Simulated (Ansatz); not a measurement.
Runs of Ansatz 0.2.0 on GaCuSe2. The structure is tetragonal, space group I-42d (No. 122). Conventional cell: a = 5.619 Å, b = 5.619 Å, c = 11.026 Å, α = 90.00°, β = 90.00°, γ = 90.00°. Se (site symmetry 2) has 2 Ga at 2.42 Å and 2 Cu at 2.42 Å as nearest neighbours. Ga (site symmetry -4) is surrounded by 4 Se at 2.42 Å. Around Cu (site symmetry -4) lie 4 Se at 2.42 Å. 

| cell | target pressure (GPa) | gap on the mesh (eV) | pressure (GPa) |
| --- | --- | --- | --- |
| relaxed to 10 GPa | 10 | (a) | 10.0 |
| relaxed to 5 GPa | 5 | (b) | 5.0 |
| relaxed to 30 GPa | 30 | 1.66 | 30.0 |
| relaxed to 20 GPa | 20 | 1.52 | 20.0 |
| relaxed | 0 | 0.57 | 0.0 |

Alike in all rows: task relaxation of cell and atoms; level r2SCAN; potentials or basis Ansatz PAW; no spin polarisation; k mesh 7 × 7 × 7; cutoff (eV) 500; smearing fermi-dirac 0.05 eV.

Estimate the missing entries.

(a) 1.11; (b) 0.86.

Caveats: odd divisions of the mesh miss points on the zone boundary, where band edges often lie, so the gap on the mesh can be too wide; the plane-wave basis is chosen anew once the cell has moved, so the energies of steps on either side of that aren't comparable; the PAW data sets come from PBE, with cores solved anew for the run's functional, which leaves a small shift of forces and pressure.

A k mesh can miss the band edges, and the runs leave out spin-orbit coupling on Ga, Se.
